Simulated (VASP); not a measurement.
# TiS2 (P-3m1) in VASP: notebook

The runs below take TiS2 through relaxation of cell and atoms, with PBEsol.

All numbers are computed with VASP 6.6.1; they aren't measurements. Logs are shortened: lines on timing, memory, paths and dates and some standing lists are left out, and cuts for length are marked.

### 1 The structure

It takes space group P-3m1 (No. 164, trigonal). Conventional cell: a = 3.412 Å, b = 3.412 Å, c = 5.695 Å, α = 90.00°, β = 90.00°, γ = 120.00°. Around Ti (site symmetry -3m) lie 6 S at 2.43 Å. S (site symmetry 3m) has 3 Ti at 2.43 Å as nearest neighbours.

### 2 Relaxation of cell and atoms, PBEsol

INCAR

```
SYSTEM = TiS2
PREC = Accurate
ENCUT = 600
EDIFF = 1E-6
ISMEAR = 1
SIGMA = 0.1
LREAL = .FALSE.
LASPH = .TRUE.
NELM = 80
ALGO = Normal
ISIF = 3
LWAVE = .FALSE.
LCHARG = .FALSE.
GGA = PS
IBRION = 2
NSW = 90
EDIFFG = -0.01
```

KPOINTS

```
regular mesh
0
G
  12 12 7
  0 0 0
```

POSCAR

```
TiS2
1.0
    3.4120000000      0.0000000000      0.0000000000
   -1.7060000000      2.9548786777      0.0000000000
    0.0000000000      0.0000000000      5.6950000000
Ti S
1 2
Direct
    0.0000000000      0.0000000000      0.0000000000
    0.3333333333      0.6666666667      0.2500000000
    0.6666666667      0.3333333333      0.7500000000
```

Potentials or basis: VASP PAW PBE potentials, release 64 (Ti_sv, S).

Started as:

```console
> cat potpaw_PBE.64/Ti_sv/POTCAR potpaw_PBE.64/S/POTCAR > POTCAR
> mpirun -np 1 vasp_std > vasp.out
```

OUTCAR:

```text
SYSTEM = TiS2
   PREC = Accurate
   ENCUT = 600
   EDIFF = 1E-6
   ISMEAR = 1
   LREAL = .FALSE.
   LASPH = .TRUE.
   NELM = 80
   ISIF = 3
   GGA = PS
   IBRION = 2
   NSW = 90
   EDIFFG = -0.01

 ion  position               nearest neighbor table
   1  0.000  0.000  0.000-   2 2.43   3 2.43   2 2.43   3 2.43   3 2.43   2 2.43
   2  0.333  0.667  0.250-   1 2.43   1 2.43   1 2.43
   3  0.667  0.333  0.750-   1 2.43   1 2.43   1 2.43

  LATTYP: Found a hexagonal cell.
 ALAT       =     3.4120000000
 C/A-ratio  =     1.6691090270

  Lattice vectors:

 A1 = (   3.4120000000,   0.0000000000,   0.0000000000)
 A2 = (  -1.7060000000,   2.9548786777,   0.0000000000)
 A3 = (   0.0000000000,   0.0000000000,   5.6950000000)

Analysis of symmetry for initial positions (statically):
=====================================================================
 Subroutine PRICEL returns:
 Original cell was already a primitive cell.

 Routine SETGRP: Setting up the symmetry group for a
 hexagonal supercell.

 Subroutine GETGRP returns: Found 12 space group operations
 (whereof 12 operations were pure point group operations)
 out of a pool of 24 trial point group operations.

The static configuration has the point symmetry D_3d.

Analysis of symmetry for dynamics (positions and initial velocities):
=====================================================================
 Subroutine PRICEL returns:
 Original cell was already a primitive cell.

 Routine SETGRP: Setting up the symmetry group for a
 hexagonal supercell.

 Subroutine GETGRP returns: Found 12 space group operations
 (whereof 12 operations were pure point group operations)
 out of a pool of 24 trial point group operations.

The dynamic configuration has the point symmetry D_3d.

 Subroutine INISYM returns: Found 12 space group operations
 (whereof 12 operations are pure point group operations),
 and found     1 'primitive' translations

----------------------------------------------------------------------------------------

                                     Primitive cell

  volume of cell :      57.4173

  direct lattice vectors                    reciprocal lattice vectors
     3.412000000  0.000000000  0.000000000     0.293083236  0.169211685  0.000000000
    -1.706000000  2.954878678  0.000000000     0.000000000  0.338423370  0.000000000
     0.000000000  0.000000000  5.695000000     0.000000000  0.000000000  0.175592625

  length of vectors
     3.412000000  3.412000000  5.695000000     0.338423370  0.338423370  0.175592625

  position of ions in fractional coordinates (direct lattice)
     0.000000000  0.000000000  0.000000000
     0.333333333  0.666666667  0.250000000
     0.666666667  0.333333333  0.750000000

  ion indices of the primitive-cell ions
   primitive index   ion index
                 1           1
                 2           2
                 3           3

----------------------------------------------------------------------------------------

 KPOINTS: regular mesh

Automatic generation of k-mesh.
 Grid dimensions read from file:
 generate k-points for:   12   12    7

 Generating k-lattice:

  Cartesian coordinates                     Fractional coordinates (reciprocal lattice)
     0.024423603  0.014100974  0.000000000     0.083333333  0.000000000  0.000000000
     0.000000000  0.028201947  0.000000000     0.000000000  0.083333333  0.000000000
     0.000000000  0.000000000  0.025084661     0.000000000  0.000000000  0.142857143

  Length of vectors
     0.028201947  0.028201947  0.025084661

  Shift w.r.t. Gamma in fractional coordinates (k-lattice)
     0.000000000  0.000000000  0.000000000

 Subroutine IBZKPT returns following result:
 ===========================================

 Found    112 irreducible k-points:

 Following reciprocal coordinates:
            Coordinates               Weight
  0.000000  0.000000  0.000000      1.000000
  0.083333 -0.000000  0.000000      6.000000
  0.166667 -0.000000  0.000000      6.000000
  0.250000  0.000000  0.000000      6.000000
  0.333333 -0.000000  0.000000      6.000000
  0.416667  0.000000  0.000000      6.000000
[... 16 lines left out ...]
  0.166667 -0.000000  0.142857      6.000000
  0.000000  0.166667  0.142857      6.000000
 [... further k-points ...]
   k-points           NKPTS =    112   k-points in BZ     NKDIM =    112   number of bands    NBANDS=     16
   number of dos      NEDOS =    301   number of ions     NIONS =      3
   total plane-waves  NPLWV =  37632
   dimension x,y,z NGX =    28 NGY =   28 NGZ =   48
   dimension x,y,z NGXF=    56 NGYF=   56 NGZF=   96
   ions per type =               1   2
   NGX,Y,Z   is equivalent  to a cutoff of  13.64, 13.64, 14.01 a.u.
   NGXF,Y,Z  is equivalent  to a cutoff of  27.29, 27.29, 28.02 a.u.
 SYSTEM =  TiS2
   PREC   = accura    normal or accurate (medium, high low for compatibility)
   ISTART =      0    job   : 0-new  1-cont  2-samecut
   ICHARG =      2    charge: 1-file 2-atom 10-const
   ISPIN  =      1    spin polarized calculation?
   LNONCOLLINEAR =      F non collinear calculations
   LSORBIT =      F    spin-orbit coupling
   LASPH  =      T    aspherical Exc in radial PAW
   ENCUT  =  600.0 eV  44.10 Ry    6.64 a.u.   6.81  6.81 11.37*2*pi/ulx,y,z
   NELM   =     80;   NELMIN=  2; NELMDL= -5     # of ELM steps
   EDIFF  = 0.1E-05   stopping-criterion for ELM
   LREAL  =      F    real-space projection
   EDIFFG = -.1E-01   stopping-criterion for IOM
   NSW    =     90    number of steps for IOM
   IBRION =      2    ionic relax: 0-MD 1-quasi-New 2-CG
   NFREE  =      1    steps in history (QN), initial steepest desc. (CG)
   ISIF   =      3    stress and relaxation
   ISYM   =      2    0-nonsym 1-usesym 2-fastsym
   POTIM  = 0.5000    time-step for ionic-motion
   TEBEG  =    0.0;   TEEND  =   0.0 temperature during run
   PSTRESS=    0.0 pullay stress
   NELECT =      24.0000    total number of electrons
   NUPDOWN=      -1.0000    fix difference up-down
   EMIN   =  10.00;   EMAX   =-10.00  energy-range for DOS
   EFERMI =   0.00;   METHOD = LEGACY
   ISMEAR =     1;   SIGMA  =   0.10  broadening in eV -4-tet -1-fermi 0-gaus
   EFERMI_NEDOS =   21; number of points for ismear=-14 and -15
   IALGO  =     38    algorithm
   IMIX   =      4    mixing-type and parameters
     AMIX     =   0.40;   BMIX     =  1.00
     AMIX_MAG =   1.60;   BMIX_MAG =  1.00
  volume/ion in A,a.u.               =      19.14       129.16
  Fermi-wavevector in a.u.,A,eV,Ry     =   1.224046  2.313112 20.385458  1.498289
  Thomas-Fermi vector in A             =   2.359135
   LORBIT       =      0    0 simple, 1 ext, 2 COOP (PROOUT), +10 PAW based schemes
   GGA     = PS    functional components
   LHFCALC =     F    Hartree Fock is set to
   AEXX    =    0.0000 exact exchange contribution
   IVDW    =     0    specifies the selected vdW correction
   LEPSILON=     F    determine dielectric tensor
   LRPA    =     F    only Hartree local field effects (RPA)
 conjugate gradient relaxation of ions
 non-spin polarized calculation
 Methfessel and Paxton  Order N= 1 SIGMA  =   0.10
  energy-cutoff  :      600.00
  volume of cell :       57.42
 maximum number of plane-waves:      1943
   NGX = 13   NGY = 13   NGZ = 23

--------------------------------------- Ionic step        1  -------------------------------------------

 number of electron      23.9999999 magnetization

 Free energy of the ion-electron system (eV)
  ---------------------------------------------------
  ext. energy  EPLUGINS =         0.00000000
  ---------------------------------------------------
  free energy    TOTEN  =       -21.11219975 eV

  energy without entropy =      -21.11211990  energy(sigma->0) =      -21.11217313

------------------------ aborting loop because EDIFF is reached ----------------------------------------

  FORCE on cell =-STRESS in cart. coord.  units (eV):
  Direction    XX          YY          ZZ          XY          YZ          ZX
  --------------------------------------------------------------------------------------
  -------------------------------------------------------------------------------------
  Total       -1.4342092     -1.4342092     -0.8557499      0.0000000     -0.0000000      0.0000000
  in kB      -40.0203314    -40.0203314    -23.8789408      0.0000000     -0.0000000      0.0000000
  external PRESSURE =     -34.6398679 kB  Pullay stress =       0.0000000 kB
[... 92 lines left out ...]
  FREE ENERGIE OF THE ION-ELECTRON SYSTEM (eV)
  ---------------------------------------------------
  free  energy   TOTEN  =       -21.1350305192 eV

  energy  without entropy=      -21.1349800969  energy(sigma->0) =      -21.13501371

[... ionic steps 4 to 15 ...]

--------------------------------------- Ionic step       16  -------------------------------------------

 number of electron      23.9999997 magnetization

------------------------ aborting loop because EDIFF is reached ----------------------------------------

  FORCE on cell =-STRESS in cart. coord.  units (eV):
  Direction    XX          YY          ZZ          XY          YZ          ZX
  --------------------------------------------------------------------------------------
  -------------------------------------------------------------------------------------
  Total       -0.0400251     -0.0400251      0.0099506     -0.0000000     -0.0000000      0.0000000
  in kB       -1.1674805     -1.1674805      0.2902464     -0.0000000     -0.0000000      0.0000000
  external PRESSURE =      -0.6815715 kB  Pullay stress =       0.0000000 kB
[... 59 lines left out ...]
  energy  without entropy=      -21.1393446068  energy(sigma->0) =      -21.13928442

--------------------------------------- Ionic step       18  -------------------------------------------

 number of electron      23.9999998 magnetization

 Free energy of the ion-electron system (eV)
  ---------------------------------------------------
  ext. energy  EPLUGINS =         0.00000000
  ---------------------------------------------------
  free energy    TOTEN  =       -21.13927765 eV

  energy without entropy =      -21.13937537  energy(sigma->0) =      -21.13931022

 E-fermi :   5.8183     XC(G=0): -10.5077

 val. band max:        5.8049101829   @ k =   0.0000   0.4167   0.2857
 cond. band min:       5.8216161852   @ k =   0.0000   0.0000   0.0000
 fundamental gap:      0.0167060023
 Fermi energy:         5.8183485311

 k-point     1 :       0.0000    0.0000    0.0000
  band No.  band energies     occupation
      1     -51.4276      2.00000
      2     -27.7750      2.00000
      3     -27.7169      2.00000
      4     -27.7169      2.00000
      5      -8.1298      2.00000
      6      -6.3336      2.00000
[... 8 lines left out ...]
     15       6.6826     -0.00000
     16       9.4513      0.00000
[... 420 lines left out ...]
  band No.  band energies     occupation
      1     -51.4236      2.00000
      2     -27.7669      2.00000
      3     -27.7575      2.00000
      4     -27.7261      2.00000
      5      -7.7365      2.00000
      6      -6.3362      2.00000
[... 8 lines left out ...]
     15       7.4706     -0.00000
     16       9.1123      0.00000

 [... further k-points ...]

------------------------ aborting loop because EDIFF is reached ----------------------------------------

  FORCE on cell =-STRESS in cart. coord.  units (eV):
  Direction    XX          YY          ZZ          XY          YZ          ZX
  --------------------------------------------------------------------------------------
  -------------------------------------------------------------------------------------
  Total       -0.0128649     -0.0128649      0.0127177      0.0000000     -0.0000000      0.0000000
  in kB       -0.3752082     -0.3752082      0.3709155      0.0000000     -0.0000000      0.0000000
  external PRESSURE =      -0.1265003 kB  Pullay stress =       0.0000000 kB
[... 18 lines left out ...]
  FREE ENERGIE OF THE ION-ELECTRON SYSTEM (eV)
  ---------------------------------------------------
  free  energy   TOTEN  =       -21.1392776506 eV

  energy  without entropy=      -21.1393753702  energy(sigma->0) =      -21.13931022

 reached required accuracy - stopping structural energy minimisation
```

It took 8.4 min on 1 thread of Intel Xeon 6975P-C (Granite Rapids), shared host; peak memory 0.28 GiB.

What came out:

- Free energy: -21.1393 eV
- Relaxed volume: 18.31 Å³/atom
- Relaxed cell: a = 3.349 Å, b = 3.349 Å, c = 5.654 Å, α = 90.00°, β = 90.00°, γ = 120.00°
- Space group after relaxing (to 0.05 Å): P-3m1 (No. 164)
- Energy gained by relaxing: 9.0 meV/atom
- Ionic steps: 18
- Pressure after relaxing: 0.0 GPa
- Largest force after relaxing: 0.008 eV/Å
- Band gap on the k mesh: none (metal or under the smearing width)

Forces on the atoms (eV/Å):
```
Ti   0.000  0.000  0.000
S    0.000  0.000  0.008
S    0.000  0.000 -0.008
```

The path:
```
step  energy change (eV)  largest force (eV/Å)  pressure (GPa)  volume (Å³)
   1              0.0000                0.2711           -3.46        57.42
   2             -0.0025                0.5656            3.64        54.05
   3             -0.0228                0.1438           -0.02        55.64
   4             -0.0261                0.0692           -0.03        55.44
   5             -0.0268                0.0095           -0.02        55.29
   6             -0.0268                0.0123            0.00        55.30
   7             -0.0268                0.0152            0.00        55.31
   8             -0.0269                0.0084           -0.08        55.31
   9             -0.0269                0.0004           -0.15        55.32
  10             -0.0269                0.0000           -0.15        55.31
  11             -0.0269                0.0003           -0.15        55.29
  12             -0.0269                0.0002           -0.14        55.26
  13             -0.0270                0.0002           -0.13        55.19
  14             -0.0270                0.0001           -0.12        55.05
  15             -0.0270                0.0010           -0.08        54.77
  16             -0.0271                0.0005           -0.07        54.93
  17             -0.0271                0.0000           -0.09        54.98
  18             -0.0271                0.0083           -0.01        54.93
```

Final structure:
```cif
data_structure
_symmetry_space_group_name_H-M 'P 1'
_symmetry_Int_Tables_number 1
_cell_length_a 3.3494
_cell_length_b 3.3494
_cell_length_c 5.6543
_cell_angle_alpha 90.000
_cell_angle_beta 90.000
_cell_angle_gamma 120.000
_cell_volume 54.93
loop_
_atom_site_label
_atom_site_type_symbol
_atom_site_fract_x
_atom_site_fract_y
_atom_site_fract_z
_atom_site_occupancy
Ti1 Ti 0.00000 0.00000 0.00000 1
S1 S 0.33333 0.66667 0.25222 1
S2 S 0.66667 0.33333 0.74778 1
```

Caveat: the PAW data sets were made with another functional, which shifts forces and pressure a little.

### 3 Relaxation of cell and atoms, PBEsol

This run uses another cell than the first one, of 18.31 Å³/atom, 0.957 times its volume.

Edit INCAR of step 2 so:

```diff
@@ -3,3 +3,3 @@
 ENCUT = 600
-EDIFF = 1E-6
+EDIFF = 1E-7
 ISMEAR = 1
@@ -16,2 +16,2 @@
 NSW = 90
-EDIFFG = -0.01
+EDIFFG = -0.005
```

KPOINTS is that of step 2.

POSCAR

```
TiS2                                    
1.0
    3.3494092655      0.0000000000     -0.0000000000
   -1.6747046327      2.9006735115      0.0000000000
   -0.0000000000     -0.0000000000      5.6542888846
  Ti              S             
     1     2
Direct
     0.0000000000000000    0.0000000000000000    0.0000000000000000
     0.3333333332999970    0.6666666667000030    0.2522247027221042
     0.6666666667000030    0.3333333332999970    0.7477752972778959
```

Potentials or basis: VASP PAW PBE potentials, release 64 (Ti_sv, S).

Started as:

```console
> cat potpaw_PBE.64/Ti_sv/POTCAR potpaw_PBE.64/S/POTCAR > POTCAR
> mpirun -np 1 vasp_std > vasp.out
```

Run time: 1.7 min. Hardware: 1 thread of Intel Xeon 6975P-C (Granite Rapids), shared host; peak memory 0.26 GiB.

It converged, with:

| Property | Result |
| --- | --- |
| Free energy | -21.1388 eV |
| Relaxed volume | 18.31 Å³/atom |
| Relaxed cell | a = 3.349 Å, b = 3.349 Å, c = 5.656 Å, α = 90.00°, β = 90.00°, γ = 120.00° |
| Space group after relaxing (to 0.05 Å) | P-3m1 (No. 164) |
| Energy gained by relaxing | 0.0 meV/atom |
| Ionic steps | 2 |
| Pressure after relaxing | 0.0 GPa |
| Band gap on the k mesh | none (metal or under the smearing width) |

Forces on the atoms (eV/Å):
```
Ti   0.000  0.000  0.000
S    0.000  0.000  0.002
S    0.000  0.000 -0.002
```

Final structure:
```
Ti S
1.0
     3.34880    0.00000    0.00000
    -1.67440    2.90015    0.00000
     0.00000    0.00000    5.65553
Ti S
1 2
Direct
  0.00000 0.00000 0.00000
  0.33333 0.66667 0.25230
  0.66667 0.33333 0.74770
```

Levels at points of the mesh, in eV from the Fermi level:
```csv
k point,band 10,band 11,band 12,band 13,band 14,band 15
"(0.00, 0.00, 0.00)",0.00,0.23,0.23,0.56,0.56,0.86
"(0.50, 0.00, 0.00)",-2.78,-2.63,-1.52,0.18,1.70,2.15
```

Caveat: the PAW data sets were made with another functional, which shifts forces and pressure a little.
